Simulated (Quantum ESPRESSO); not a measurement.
A run of Quantum ESPRESSO 7.5 is set up as follows.

pw.in

```
&CONTROL
  calculation = 'scf'
  prefix = 'pwscf'
  outdir = './tmp'
  pseudo_dir = './pseudo'
  tprnfor = .true.
  tstress = .true.
  disk_io = 'low'
/
&SYSTEM
  ibrav = 0
  nat = 2
  ntyp = 2
  ecutwfc = 88
  nbnd = 32
  occupations = 'smearing'
  smearing = 'fd'
  degauss = 0.00367493
  noncolin = .true.
  lspinorb = .true.
/
&ELECTRONS
  conv_thr = 4d-10
  electron_maxstep = 120
  mixing_beta = 0.5
/
ATOMIC_SPECIES
Te   127.6000 Te.upf
Be     9.0122 Be.upf
CELL_PARAMETERS bohr
   0.0000000000    5.2345413652    5.2345413652
   5.2345413652    0.0000000000    5.2345413652
   5.2345413652    5.2345413652    0.0000000000
ATOMIC_POSITIONS bohr
Te     7.8518120478    7.8518120478    7.8518120478
Be     0.0000000000    0.0000000000    0.0000000000
K_POINTS automatic
8 8 8 0 0 0
```

Contents of bands.in:

```
&CONTROL
  calculation = 'bands'
  prefix = 'pwscf'
  outdir = './tmp'
  pseudo_dir = './pseudo'
  disk_io = 'low'
  verbosity = 'high'
/
&SYSTEM
  ibrav = 0
  nat = 2
  ntyp = 2
  ecutwfc = 88
  nbnd = 32
  occupations = 'smearing'
  smearing = 'fd'
  degauss = 0.00367493
  noncolin = .true.
  lspinorb = .true.
/
&ELECTRONS
  conv_thr = 1d-08
  electron_maxstep = 120
  mixing_beta = 0.5
  diago_full_acc = .true.
/
ATOMIC_SPECIES
Te   127.6000 Te.upf
Be     9.0122 Be.upf
CELL_PARAMETERS bohr
   0.0000000000    5.2345413652    5.2345413652
   5.2345413652    0.0000000000    5.2345413652
   5.2345413652    5.2345413652    0.0000000000
ATOMIC_POSITIONS bohr
Te     7.8518120478    7.8518120478    7.8518120478
Be     0.0000000000    0.0000000000    0.0000000000
K_POINTS crystal
60
 0.0000000000  0.0000000000  0.0000000000 1
 0.0625000000  0.0000000000  0.0625000000 1
 0.1250000000  0.0000000000  0.1250000000 1
 0.1875000000  0.0000000000  0.1875000000 1
 0.2500000000  0.0000000000  0.2500000000 1
 0.3125000000  0.0000000000  0.3125000000 1
 0.3750000000  0.0000000000  0.3750000000 1
 0.4375000000  0.0000000000  0.4375000000 1
 0.5000000000  0.0000000000  0.5000000000 1
 0.5000000000  0.0625000000  0.5625000000 1
 0.5000000000  0.1250000000  0.6250000000 1
 0.5000000000  0.1875000000  0.6875000000 1
 0.5000000000  0.2500000000  0.7500000000 1
 0.4375000000  0.3125000000  0.7500000000 1
 0.3750000000  0.3750000000  0.7500000000 1
 0.3375000000  0.3375000000  0.6750000000 1
 0.3000000000  0.3000000000  0.6000000000 1
 0.2625000000  0.2625000000  0.5250000000 1
 0.2250000000  0.2250000000  0.4500000000 1
 0.1875000000  0.1875000000  0.3750000000 1
 0.1500000000  0.1500000000  0.3000000000 1
 0.1125000000  0.1125000000  0.2250000000 1
 0.0750000000  0.0750000000  0.1500000000 1
 0.0375000000  0.0375000000  0.0750000000 1
 0.0000000000  0.0000000000  0.0000000000 1
 0.0625000000  0.0625000000  0.0625000000 1
 0.1250000000  0.1250000000  0.1250000000 1
 0.1875000000  0.1875000000  0.1875000000 1
 0.2500000000  0.2500000000  0.2500000000 1
 0.3125000000  0.3125000000  0.3125000000 1
 0.3750000000  0.3750000000  0.3750000000 1
 0.4375000000  0.4375000000  0.4375000000 1
 0.5000000000  0.5000000000  0.5000000000 1
 0.5250000000  0.4500000000  0.5250000000 1
 0.5500000000  0.4000000000  0.5500000000 1
 0.5750000000  0.3500000000  0.5750000000 1
 0.6000000000  0.3000000000  0.6000000000 1
 0.6250000000  0.2500000000  0.6250000000 1
 0.5833333333  0.2500000000  0.6666666667 1
 0.5416666667  0.2500000000  0.7083333333 1
 0.5000000000  0.2500000000  0.7500000000 1
 0.5000000000  0.2857142857  0.7142857143 1
 0.5000000000  0.3214285714  0.6785714286 1
 0.5000000000  0.3571428571  0.6428571429 1
 0.5000000000  0.3928571429  0.6071428571 1
 0.5000000000  0.4285714286  0.5714285714 1
 0.5000000000  0.4642857143  0.5357142857 1
 0.5000000000  0.5000000000  0.5000000000 1
 0.4821428571  0.4821428571  0.5357142857 1
 0.4642857143  0.4642857143  0.5714285714 1
 0.4464285714  0.4464285714  0.6071428571 1
 0.4285714286  0.4285714286  0.6428571429 1
 0.4107142857  0.4107142857  0.6785714286 1
 0.3928571429  0.3928571429  0.7142857143 1
 0.3750000000  0.3750000000  0.7500000000 1
 0.6250000000  0.2500000000  0.6250000000 1
 0.5937500000  0.1875000000  0.5937500000 1
 0.5625000000  0.1250000000  0.5625000000 1
 0.5312500000  0.0625000000  0.5312500000 1
 0.5000000000  0.0000000000  0.5000000000 1
```

Potentials or basis: PseudoDojo 0.4 FR PBE standard.

Run with:

```sh
$ OMP_NUM_THREADS=1 pw.x -in pw.in > pw.out
$ OMP_NUM_THREADS=1 pw.x -in bands.in > bands.out
```

Estimate the band gap on the k mesh.

1.57 eV, indirect (least direct gap 3.27 eV).

Predict the pressure.

4.5 GPa.

What does it give for the band gap along the path?

1.57 eV, indirect (least direct gap 3.27 eV).

Levels at the corners of the path, in eV from the valence-band top:
```
point  band 18  band 19  band 20  band 21  band 22  band 23
    Γ     0.00     0.00     0.00     3.27     3.27     3.33
    X    -3.32    -2.92    -2.92     1.57     1.57     2.32
    W    -4.08    -3.72    -3.67     4.99     5.02     5.26
    K    -4.32    -2.68    -2.66     2.34     2.36     5.00
    Γ     0.00     0.00     0.00     3.27     3.27     3.33
    L    -1.78    -1.27    -1.27     2.94     2.94     4.27
    U    -4.32    -2.68    -2.66     2.34     2.36     5.00
    W    -4.08    -3.72    -3.67     4.99     5.02     5.26
    L    -1.78    -1.27    -1.27     2.94     2.94     4.27
    K    -4.32    -2.68    -2.66     2.34     2.36     5.00
    U    -4.32    -2.68    -2.66     2.34     2.36     5.00
    X    -3.32    -2.92    -2.92     1.57     1.57     2.32
```

As with any semilocal functional, this PBE gap is likely too small.
